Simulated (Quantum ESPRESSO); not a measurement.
The system is GaP.

```
Ga P
1.0
     0.00000    2.72525    2.72525
     2.72525    0.00000    2.72525
     2.72525    2.72525    0.00000
Ga P
1 1
Direct
  0.00000 0.00000 0.00000
  0.75000 0.75000 0.75000
```

Base run:

| Item | Value |
| --- | --- |
| Program | Quantum ESPRESSO 7.5 |
| Functional | WC |
| Potentials or basis | PseudoDojo 0.4.1 SR PBE standard |
| Cutoff | 1088 eV |
| Density cutoff | 4354 eV |
| k mesh | 6 × 6 × 6, shifted |
| Occupations | fermi-dirac, width 0.05 eV |
| Spin | no spin polarisation |

Its results: pressure -0.1 GPa; electronic dielectric tensor (diagonal) 10.97.

Q: After a change of settings the same cell gave: pressure -0.5 GPa; electronic dielectric tensor (diagonal) 10.83. Which change was it?
A. functional from WC to LDA; potentials or basis from PseudoDojo 0.4.1 SR PBE standard to PseudoDojo 0.4.1 SR LDA standard
B. functional from WC to PBEsol; potentials or basis from PseudoDojo 0.4.1 SR PBE standard to PseudoDojo 0.4.1 SR PBEsol standard
C. functional from WC to BLYP

A: B.

Caveats: the potentials were made for another functional, which shifts forces and pressure (some runs).

Runs at the PBE level aren't shown here.
